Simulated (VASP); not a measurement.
Write the native input for VASP 6.6.1 that does the following.

```
Task                   : band structure
Functional             : r2SCAN
Potentials or basis    : VASP PAW PBE potentials, release 64 (Cd, S)
Cutoff                 : 520 eV
k mesh                 : 8 × 8 × 8
Occupations            : gaussian, width 0.02 eV
Spin                   : no spin polarisation
Further INCAR settings : ALGO = Normal; EDIFF = 1e-06; NBANDS = 16
```

The structure of CdS lies in POSCAR:

```
CdS
1.0
    0.0000000000      2.9178400000      2.9178400000
    2.9178400000      0.0000000000      2.9178400000
    2.9178400000      2.9178400000      0.0000000000
Cd S
1 1
Direct
    0.0000000000      0.0000000000      0.0000000000
    0.7500000000      0.7500000000      0.7500000000
```

The cell is a database's computed one.

The input as run:

INCAR

```
PREC     = Accurate       # precision mode
ENCUT    = 520            # plane-wave cutoff, eV
EDIFF    = 1E-6           # SCF threshold, eV
ISMEAR   = 0              # smearing method
SIGMA    = 0.02           # smearing width, eV
LREAL    = F              # projectors in reciprocal space
LASPH    = T              # aspherical terms in the spheres
NELM     = 60             # most SCF steps
ALGO     = Normal         # electronic algorithm
ISIF     = 2              # what is computed and relaxed
LWAVE    = F              # write WAVECAR
LCHARG   = F              # write CHGCAR
METAGGA  = R2SCAN         # meta-GGA
LMIXTAU  = T            
NBANDS   = 16             # bands
```

KPOINTS

```
Automatic mesh
0
Gamma
  8 8 8
```

KPOINTS_OPT

```
path GXWKGLUWLK,UX
15
line-mode
reciprocal
 0.0000000000  0.0000000000  0.0000000000  G
 0.5000000000  0.0000000000  0.5000000000  X

 0.5000000000  0.0000000000  0.5000000000  X
 0.5000000000  0.2500000000  0.7500000000  W

 0.5000000000  0.2500000000  0.7500000000  W
 0.3750000000  0.3750000000  0.7500000000  K

 0.3750000000  0.3750000000  0.7500000000  K
 0.0000000000  0.0000000000  0.0000000000  G

 0.0000000000  0.0000000000  0.0000000000  G
 0.5000000000  0.5000000000  0.5000000000  L

 0.5000000000  0.5000000000  0.5000000000  L
 0.6250000000  0.2500000000  0.6250000000  U

 0.6250000000  0.2500000000  0.6250000000  U
 0.5000000000  0.2500000000  0.7500000000  W

 0.5000000000  0.2500000000  0.7500000000  W
 0.5000000000  0.5000000000  0.5000000000  L

 0.5000000000  0.5000000000  0.5000000000  L
 0.3750000000  0.3750000000  0.7500000000  K

 0.6250000000  0.2500000000  0.6250000000  U
 0.5000000000  0.0000000000  0.5000000000  X
```

Potentials or basis: VASP PAW PBE potentials, release 64 (Cd, S).

Run with:

```bash
$ cat potpaw_PBE.64/Cd/POTCAR potpaw_PBE.64/S/POTCAR > POTCAR
$ mpirun -np 1 vasp_std > vasp.out
```

Results of the run:

- Pressure: 1.7 GPa
- Band gap on the k mesh: 1.59 eV, direct
- Band gap along the path: 1.59 eV, direct

Caveat: the PAW data sets were made with another functional, which shifts forces and pressure a little.

Run time: 87 s on 1 thread of Intel(R) Xeon(R) 6975P-C (Granite Rapids), with other jobs on the host, peak memory 0.19 GiB.
